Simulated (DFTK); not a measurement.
Crystal: Ta.

```
Ta
1.0
    -1.65128    1.65128    1.65128
     1.65128   -1.65128    1.65128
     1.65128    1.65128   -1.65128
Ta
1
Cartesian
  0.0000 0.0000 0.0000
```

* Program: DFTK 0.8.2
* Task: single point
* Functional: PBEsol
* Potentials or basis: dojo.nc.sr.pbesol.v0_4_1.standard.upf (PBEsol)
* Cutoff: 952 eV
* k mesh: 11 × 11 × 11
* Occupations: fermi-dirac, width 0.05 eV
* Spin: no spin polarisation

On this cell: pressure -4.2 GPa; band gap on the k mesh none (metal or under the smearing width).

The same run follows on a disturbed copy (cell strained at random at fixed volume):

```xyz
1
Lattice="-1.6207 1.6546 1.6292 1.6978 -1.6262 1.6778 1.6224 1.6279 -1.6008" Properties=species:S:1:pos:R:3 pbc="T T T"
Ta   -0.0498    0.0348   -0.0299
```

Question: What does the disturbed cell give?

Answer: The energy (extrapolated to zero smearing) moves by +14.3 meV/atom; pressure -3.8 GPa; band gap on the k mesh none (metal or under the smearing width).

Stress tensor (GPa, compression positive):
```
-4.40 -0.24 -4.10
-0.24 -3.16 -1.44
-4.10 -1.44 -3.95
```
